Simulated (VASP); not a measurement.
Input of a VASP 6.6.1 run:

File POSCAR:

```
HgSe
1.0
    0.0000000000      3.0083009314      3.0083009314
    3.0083009314      0.0000000000      3.0083009314
    3.0083009314      3.0083009314      0.0000000000
Hg Se
1 1
Direct
    0.0000000000      0.0000000000      0.0000000000
    0.2500000000      0.2500000000      0.2500000000
```

Contents of INCAR.step1:

```
PREC = Accurate
ENCUT = 600
ISMEAR = -1
SIGMA = 0.02
LREAL = F
LASPH = T
NELM = 100
GGA = PE
ALGO = Normal
EDIFF = 1E-4
LWAVE = T
LCHARG = F
```

File INCAR.step2:

```
PREC = Accurate
ENCUT = 600
EDIFF = 1E-6
ISMEAR = -1
SIGMA = 0.02
LREAL = F
LASPH = T
NELM = 100
ALGO = Normal
ISIF = 3
LWAVE = F
LCHARG = F
METAGGA = R2SCAN
LMIXTAU = T
IBRION = 2
NSW = 100
EDIFFG = -0.005
ISTART = 1
```

KPOINTS

```
regular mesh
0
Gamma
  7 7 7
```

Potentials or basis: VASP PAW PBE potentials, release 64 (Hg, Se).

Command:

```console
$ cat potpaw_PBE.64/Hg/POTCAR potpaw_PBE.64/Se/POTCAR > POTCAR
$ cp INCAR.step1 INCAR
$ mpirun -np 1 vasp_std > vasp.out
$ cp INCAR.step2 INCAR
$ mpirun -np 1 vasp_std > vasp.out
```

Question: Predict the band gap on the k mesh.

Answer: None (metal or under the smearing width).

Question: Predict the relaxed cell.

Answer: a = 4.379 Å, b = 4.379 Å, c = 4.379 Å, α = 60.00°, β = 60.00°, γ = 60.00°.

Question: Estimate the relaxed volume.

Answer: 29.69 Å³/atom.

Final structure:
```cif
data_structure
_symmetry_space_group_name_H-M 'P 1'
_symmetry_Int_Tables_number 1
_cell_length_a 4.3789
_cell_length_b 4.3789
_cell_length_c 4.3789
_cell_angle_alpha 60.000
_cell_angle_beta 60.000
_cell_angle_gamma 60.000
_cell_volume 59.37
loop_
_atom_site_label
_atom_site_type_symbol
_atom_site_fract_x
_atom_site_fract_y
_atom_site_fract_z
_atom_site_occupancy
Hg1 Hg 0.00000 0.00000 0.00000 1
Se1 Se 0.25000 0.25000 0.25000 1
```

Caveat: the PAW data sets were made with another functional, which shifts forces and pressure a little. The run has no spin-orbit coupling, so splittings on Hg are missing.
